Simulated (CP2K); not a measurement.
# NbP (I4_1md) in CP2K: further runs

The runs below take NbP through band structure, with PBEsol, LDA, r2SCAN.

Program: CP2K 2026.2. These are calculated values, not measurements. Logs are shortened: lines on timing, memory, paths and dates and some standing lists are left out, and cuts for length are marked.

## (1) Starting point

It takes space group I4_1md (No. 109, tetragonal). The conventional cell has a = 3.350 Å, b = 3.350 Å, c = 11.480 Å, α = 90.00°, β = 90.00°, γ = 90.00°. Nb (site symmetry 2mm) has 6 P at 2.55 Å as nearest neighbours. P (site symmetry 2mm) is surrounded by 6 Nb at 2.55 Å.

The cell is a database's computed one.

## (2) Band structure, PBEsol

Input file nbp_bands.inp:

```
&GLOBAL
  PROJECT nbp_bands
  RUN_TYPE ENERGY_FORCE
  PRINT_LEVEL LOW
&END GLOBAL
&FORCE_EVAL
  METHOD QS
  STRESS_TENSOR ANALYTICAL
  &DFT
    BASIS_SET_FILE_NAME BASIS_MOLOPT_UZH
    POTENTIAL_FILE_NAME POTENTIAL_UZH
    &MGRID
      CUTOFF 450
      REL_CUTOFF 60
      NGRIDS 4
    &END MGRID
    &QS
      METHOD GPW
      EPS_DEFAULT 1.0E-9
    &END QS
    &KPOINTS
      SCHEME MONKHORST-PACK 11 11 11
      GAMMA_CENTERED T
      SYMMETRY T
      SYMMETRY_BACKEND SPGLIB
    &END KPOINTS
    &SCF
      SCF_GUESS ATOMIC
      EPS_SCF 1.0E-6
      MAX_SCF 100
      ADDED_MOS 20
      CHOLESKY OFF
      EPS_EIGVAL 1.0E-7
      &DIAGONALIZATION ON
        ALGORITHM STANDARD
      &END DIAGONALIZATION
      &MIXING ON
        METHOD BROYDEN_MIXING
        ALPHA 0.4
        BETA 1.5
        NBUFFER 8
      &END MIXING
      &SMEAR ON
        METHOD FERMI_DIRAC
        ELECTRONIC_TEMPERATURE [K] 580.226
      &END SMEAR
    &END SCF
    &XC
      &XC_FUNCTIONAL
        &GGA_X_PBE_SOL
        &END GGA_X_PBE_SOL
        &GGA_C_PBE_SOL
        &END GGA_C_PBE_SOL
      &END XC_FUNCTIONAL
    &END XC
    &PRINT
      &KPOINTS ON
      &END KPOINTS
      &MULLIKEN ON
      &END MULLIKEN
      &MO ON
        ENERGIES T
        OCCUPATION_NUMBERS T
        &EACH
          QS_SCF 0
        &END EACH
        ADD_LAST NUMERIC
      &END MO
      &BAND_STRUCTURE
        FILE_NAME bands.bs
        ADDED_MOS 2
        &KPOINT_SET
          UNITS B_VECTOR
          NPOINTS 8
          SPECIAL_POINT GAMMA 0.00000000 0.00000000 0.00000000
          SPECIAL_POINT X 0.00000000 0.00000000 0.50000000
          SPECIAL_POINT Y -0.04257157 0.04257157 0.50000000
          SPECIAL_POINT S -0.27128579 0.27128579 0.27128579
          SPECIAL_POINT GAMMA 0.00000000 0.00000000 0.00000000
          SPECIAL_POINT Z 0.50000000 0.50000000 -0.50000000
          SPECIAL_POINT S1 0.27128579 0.72871421 -0.27128579
          SPECIAL_POINT N 0.00000000 0.50000000 0.00000000
          SPECIAL_POINT P 0.25000000 0.25000000 0.25000000
          SPECIAL_POINT Y1 0.50000000 0.50000000 -0.04257157
          SPECIAL_POINT Z 0.50000000 0.50000000 -0.50000000
        &END KPOINT_SET
        &KPOINT_SET
          UNITS B_VECTOR
          NPOINTS 8
          SPECIAL_POINT X 0.00000000 0.00000000 0.50000000
          SPECIAL_POINT P 0.25000000 0.25000000 0.25000000
        &END KPOINT_SET
      &END BAND_STRUCTURE
    &END PRINT
  &END DFT
  &SUBSYS
    &CELL
      ABC 6.2096358740 6.2096358740 6.2096358740
      ALPHA_BETA_GAMMA 148.7036332373 148.7036332381 44.8477262345
      PERIODIC XYZ
    &END CELL
    &COORD
      SCALED
      Nb  0.2498808000 0.7498808000 0.5000000000
      Nb  0.4998808000 0.4998808000 0.0000000000
      P   0.8327477700 0.3327477700 0.5000000000
      P   0.0827477700 0.0827477700 0.0000000000
    &END COORD
    &KIND Nb
      BASIS_SET TZVP-MOLOPT-PBE-GTH-q13
      POTENTIAL GTH-PBE-q13
    &END KIND
    &KIND P
      BASIS_SET TZVP-MOLOPT-PBE-GTH-q5
      POTENTIAL GTH-PBE-q5
    &END KIND
    &PRINT
      &ATOMIC_COORDINATES ON
      &END ATOMIC_COORDINATES
      &CELL ON
      &END CELL
      &SYMMETRY ON
      &END SYMMETRY
    &END PRINT
  &END SUBSYS
  &PRINT
    &FORCES ON
    &END FORCES
    &STRESS_TENSOR ON
    &END STRESS_TENSOR
  &END PRINT
&END FORCE_EVAL
```

Potentials or basis: POTENTIAL_UZH Nb GTH-PBE-q13, P GTH-PBE-q5; TZVP-MOLOPT-PBE-GTH basis.

The run is started by

```bash
> OMP_NUM_THREADS=1 mpirun -n 4 cp2k.psmp -i nbp_bands.inp -o nbp_bands.out
```

nbp_bands.out:

```text

 CP2K| version string:                                       CP2K version 2026.2
 CP2K| Input file name                                             nbp_bands.inp

 GLOBAL| Force Environment number                                              1
 GLOBAL| Basis set file name                                    BASIS_MOLOPT_UZH
 GLOBAL| Potential file name                                       POTENTIAL_UZH
 GLOBAL| MM Potential file name                                     MM_POTENTIAL
 GLOBAL| Coordinate file name                                      __STD_INPUT__
 GLOBAL| Method name                                                        CP2K
 GLOBAL| Project name                                                  nbp_bands
 GLOBAL| Run type                                                   ENERGY_FORCE
 GLOBAL| FFT library                                                       FFTW3
 GLOBAL| Diagonalization library                                       ScaLAPACK
 GLOBAL| Cholesky decomposition library                                ScaLAPACK
 GLOBAL| DGEMM library                                                      BLAS
 GLOBAL| Direct generalized diagonalization requested                          F
 GLOBAL| Matrix multiplication library                                 ScaLAPACK
 GLOBAL| Global print level                                                  LOW
 GLOBAL| Total number of message passing processes                             4
 GLOBAL| Number of threads for this process                                    1
 GLOBAL| CPU model name                                                  UNKNOWN

 CELL| Volume [angstrom^3]:                                            64.412461
 CELL| Vector a [angstrom]:       6.210     0.000     0.000   |a| =     6.209636
 CELL| Vector b [angstrom]:       4.403     4.379     0.000   |b| =     6.209636
 CELL| Vector c [angstrom]:      -5.306    -2.190     2.369   |c| =     6.209636
 CELL| Angle (b,c), alpha [degree]:                                   148.703633
 CELL| Angle (a,c), beta  [degree]:                                   148.703633
 CELL| Angle (a,b), gamma [degree]:                                    44.847726
 CELL| Numerically orthorhombic:                                              NO
 CELL| Periodicity                                                           XYZ

 CELL_REF| Volume [angstrom^3]:                                        64.412461
 CELL_REF| Vector a [angstrom     6.210     0.000     0.000   |a| =     6.209636
 CELL_REF| Vector b [angstrom     4.403     4.379     0.000   |b| =     6.209636
 CELL_REF| Vector c [angstrom    -5.306    -2.190     2.369   |c| =     6.209636
 CELL_REF| Angle (b,c), alpha [degree]:                               148.703633
 CELL_REF| Angle (a,c), beta  [degree]:                               148.703633
 CELL_REF| Angle (a,b), gamma [degree]:                                44.847726
 CELL_REF| Numerically orthorhombic:                                          NO
 CELL_REF| Periodicity                                                       XYZ
[... 10 lines left out ...]

  Total number of            - Atomic kinds:                                   2
                             - Atoms:                                          4
                             - Shell sets:                                     4
                             - Shells:                                        36
                             - Primitive Cartesian functions:                 20
[... 147 lines left out ...]
 MO| EIGENVALUES AND OCCUPATION NUMBERS FOR K POINT 1
 MO|
 MO|  Index      Eigenvalue [a.u.]        Eigenvalue [eV]             Occupation
 MO|      1              -1.563155             -42.535612               2.000000
 MO|      2              -1.562955             -42.530163               2.000000
 MO|      3              -0.689778             -18.769821               2.000000
 MO|      4              -0.689330             -18.757631               2.000000
 MO|      5              -0.687978             -18.720847               2.000000
 MO|      6              -0.686412             -18.678213               2.000000
[... 602 lines left out ...]
 MO|     37               1.054088              28.683195               0.000000
 MO|     38               1.102786              30.008327               0.000000
 MO| Sum:                                                              35.999998
 MO| E(Fermi):            0.446149 a.u.         12.140339 eV

 [... the levels of further k-points ...]

 !-----------------------------------------------------------------------------!
                     Mulliken Population Analysis

 #  Atom  Element  Kind  Atomic population                           Net charge
       1     Nb       1         12.895766                              0.104234
       2     Nb       1         12.895766                              0.104234
       3     P        2          5.104234                             -0.104234
       4     P        2          5.104234                             -0.104234
 # Total charge                             36.000000                  0.000000

 !-----------------------------------------------------------------------------!

 KPOINTS| Band Structure Calculation
 KPOINTS| Number of k-point sets                                               2
 KPOINTS| Number of added MOs/bands                                            2
 KPOINTS| Number of k-points in set    1                                      81
 KPOINTS| In units of b-vector [2pi/Bohr]
 KPOINTS| Special point     1       GAMMA     0.000000     0.000000     0.000000
 KPOINTS| Special point     2           X     0.000000     0.000000     0.500000
 KPOINTS| Special point     3           Y    -0.042572     0.042572     0.500000
 KPOINTS| Special point     4           S    -0.271286     0.271286     0.271286
 KPOINTS| Special point     5       GAMMA     0.000000     0.000000     0.000000
 KPOINTS| Special point     6           Z     0.500000     0.500000    -0.500000
 KPOINTS| Special point     7          S1     0.271286     0.728714    -0.271286
 KPOINTS| Special point     8           N     0.000000     0.500000     0.000000
 KPOINTS| Special point     9           P     0.250000     0.250000     0.250000
 KPOINTS| Special point    10          Y1     0.500000     0.500000    -0.042572
 KPOINTS| Special point    11           Z     0.500000     0.500000    -0.500000
 KPOINTS| Number of k-points in set    2                                       9
 KPOINTS| In units of b-vector [2pi/Bohr]
 KPOINTS| Special point     1           X     0.000000     0.000000     0.500000
 KPOINTS| Special point     2           P     0.250000     0.250000     0.250000

 ENERGY| Total FORCE_EVAL ( QS ) energy [hartree]           -126.413376204593675

 FORCES| Atomic forces [hartree/bohr]
 FORCES|   Atom     x               y               z               |f|
 FORCES|      1  4.46909196E-04  1.84387768E-04  5.18597268E-09   4.83452871E-04
 FORCES|      2  4.46912522E-04  1.84392717E-04 -8.14984591E-09   4.83457833E-04
 FORCES|      3 -4.46513305E-04 -1.84227441E-04  1.46764573E-08   4.83025757E-04
 FORCES|      4 -4.46511625E-04 -1.84225304E-04 -1.19753760E-08   4.83023389E-04
 FORCES| Sum     7.96788122E-07  3.27740184E-07 -2.62791940E-10
 FORCES| Total atomic force                                       8.61559638E-07

 STRESS| Analytical stress tensor [bar]
 STRESS|                        x                   y                   z
 STRESS|      x       -4.36017801252E+04  -1.76052721528E+03   1.03802112825E-01
 STRESS|      y       -1.76052721528E+03  -4.00608978085E+04   5.83771282950E-02
 STRESS|      z        1.03802112825E-01   5.83771282950E-02  -3.93317141528E+04
 STRESS| 1/3 Trace                                            -4.09981306955E+04
 STRESS| Determinant                                          -6.85798388229E+13

 STRESS| Eigenvectors and eigenvalues of the analytical stress tensor [bar]
 STRESS|                        1                   2                   3
 STRESS| Eigenvalues  -4.43281204921E+04  -3.93345575171E+04  -3.93317140773E+04
 STRESS|      x           0.924415852746     -0.381381301148     -0.001906390803
 STRESS|      y           0.381386065072      0.924403992124      0.004682810556
 STRESS|      z          -0.000023661114     -0.005055935200      0.999987218398
```

Wall time 66 s (4 MPI ranks of Arm Neoverse V2, shared host).

What came out:

| Item | Value |
| --- | --- |
| Free energy | -3439.8829 eV |
| Pressure | -4.1 GPa |
| Largest force | 0.025 eV/Å |
| Band gap on the k mesh | none (metal or under the smearing width) |
| Mulliken charges | Nb +0.10; P -0.10 e |

Forces on the atoms (eV/Å):
```
Nb   0.023  0.009  0.000
Nb   0.023  0.009  0.000
P   -0.023 -0.009  0.000
P   -0.023 -0.009  0.000
```

Levels at the corners of the path, in eV from the Fermi level:
```csv
point,band 14,band 15,band 16,band 17,band 18,band 19,band 20,band 21,band 22,band 23
Γ,-2.24,-2.16,-1.74,-1.32,-1.32,0.84,1.64,2.77,3.22,3.22
X,-4.62,-2.83,-2.83,-0.37,-0.37,3.02,3.02,3.15,3.15,4.14
Y,-4.57,-2.80,-2.80,-0.41,-0.41,2.81,2.81,3.21,3.21,4.11
S,-3.21,-2.31,-2.19,-1.46,-0.17,0.14,1.66,2.44,2.75,3.24
Γ,-2.24,-2.16,-1.74,-1.32,-1.32,0.84,1.64,2.77,3.22,3.22
Z,-2.73,-2.72,-2.72,-0.47,-0.47,1.21,1.21,2.37,2.37,3.65
S1,-3.21,-2.31,-2.19,-1.46,-0.17,0.14,1.66,2.44,2.75,3.24
N,-3.24,-2.33,-1.86,-1.52,-0.11,0.06,1.33,2.51,2.68,3.35
P,-4.52,-2.88,-2.88,-0.34,-0.34,3.03,3.03,3.12,3.12,4.15
Y1,-4.57,-2.80,-2.80,-0.41,-0.41,2.81,2.81,3.21,3.21,4.11
Z,-2.73,-2.72,-2.72,-0.47,-0.47,1.21,1.21,2.37,2.37,3.65
X,-4.62,-2.83,-2.83,-0.37,-0.37,3.02,3.02,3.15,3.15,4.14
P,-4.52,-2.88,-2.88,-0.34,-0.34,3.03,3.03,3.12,3.12,4.15
```

Caveat: Mulliken charges move with the basis; the potentials were made for another functional, which shifts forces and pressure; the basis of atomic orbitals isn't converged, which shifts pressures, moduli and gaps.

[end of part 1 of 2]
